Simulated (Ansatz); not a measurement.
The system is SnSe2.

```
CELL_PARAMETERS angstrom
3.81100 0.00000 0.00000
-1.90550 3.30042 0.00000
0.00000 0.00000 6.13600
ATOMIC_POSITIONS crystal
Sn 0.00000 0.00000 0.00000
Se 0.66667 0.33333 0.75100
Se 0.33333 0.66667 0.24900
```

Base run:

| Property | Result |
| --- | --- |
| Program | Ansatz 0.2.0 |
| Functional | LDA |
| Potentials or basis | Ansatz PAW |
| Cutoff | 420 eV (not typed: the program's choice for these potentials) |
| k mesh | 6 × 6 × 4 |
| Occupations | fermi-dirac, width 0.05 eV |
| Spin | spin-orbit coupling, no magnetisation |

Its results: band gap on the k mesh 0.64 eV, indirect (least direct gap 0.83 eV); pressure 0.9 GPa; largest force 0.472 eV/Å.

Task: The run is repeated on the same cell with these changes: functional from LDA to r2SCAN; cutoff from 420 eV (not typed: the program's choice for these potentials) to 500 eV (not typed: the program's choice for these potentials). What comes out?

Result: Band gap on the k mesh 1.07 eV, indirect (least direct gap 1.49 eV); pressure 3.6 GPa; largest force 0.512 eV/Å.

r2SCAN gives the wider gap, since meta-GGAs in the generalised Kohn-Sham scheme recover part of the derivative discontinuity.

Caveats: the k mesh misses the band edges, so the gap on the mesh is wider than the one along the path; the PAW data sets come from PBE, with cores solved anew for the run's functional, which leaves a small shift of forces and pressure.
